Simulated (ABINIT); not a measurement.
Write the native input for ABINIT 10.8.3 (patched build) that does the following.

- Task: equation of state
- Functional: PBE
- Potentials or basis: JTH PAW PBE v2.0
- Cutoff: 599 eV
- k mesh: 11 × 11 × 11
- Occupations: fermi-dirac, width 0.05 eV
- Spin: no spin polarisation
- Fine-grid cutoff: 1197.3 eV
- Exchange and correlation inside the PAW spheres: full angular mesh (pawxcdev 0, this build's default; the released program takes 1)

In:

```
In
1.0
    -1.62547    1.62547    2.47370
     1.62547   -1.62547    2.47370
     1.62547    1.62547   -2.47370
In
1
Direct
  0.00000 0.00000 0.00000
```

The input as run:

run.abi

```
# Datasets: one volume each
ndtset 7
getwfk -1
scalecart1 3*0.9795861087
scalecart2 3*0.9864848297
scalecart3 3*0.9932883884
scalecart4 3*1.0000000000
scalecart5 3*1.0066227096
scalecart6 3*1.0131594038
scalecart7 3*1.0196128224

# Pseudopotentials
pp_dirpath "./"
pseudos "In.GGA_PBE-JTH.xml"

# Structure
acell 3*1.0 Angstrom
rprim
    -1.6254700000     1.6254700000     2.4737000000
     1.6254700000    -1.6254700000     2.4737000000
     1.6254700000     1.6254700000    -2.4737000000
ntypat 1
znucl 49
natom 1
typat 1
xred
     0.0000000000     0.0000000000     0.0000000000

# Plane-wave basis
ecut 22.0
pawecutdg 44.0

# k points
kptopt 1
ngkpt 11 11 11
nshiftk 1
shiftk 0.0 0.0 0.0

# Exchange and correlation
ixc 11

# Bands and occupations
nband 11
occopt 3
tsmear 0.00183747

# SCF cycle
nstep 100
tolvrs 1.0e-9

# Output
iomode 3
prtwf 1
prtden 0
prteig 0
prtebands 0
enunit 2
```

Potentials or basis: JTH PAW PBE v2.0.

The run is started by

```bash
$ abinit run.abi > log 2>&1
```

Results of the run:

```
Equilibrium volume                        : 27.55 Å³/atom
Bulk modulus at fixed shape and positions : 34 GPa
Pressure derivative of the bulk modulus   : 5.7
```

Caveat: pressures at fixed basis lie under the slope of the energies; the cell was scaled at fixed shape and fractional positions, which overstates the stiffness of a crystal with free parameters, most of all of layers and chains.

Wall time 3.7 min on 1 thread of Arm Neoverse V1, on a shared host, peak memory 0.17 GiB.
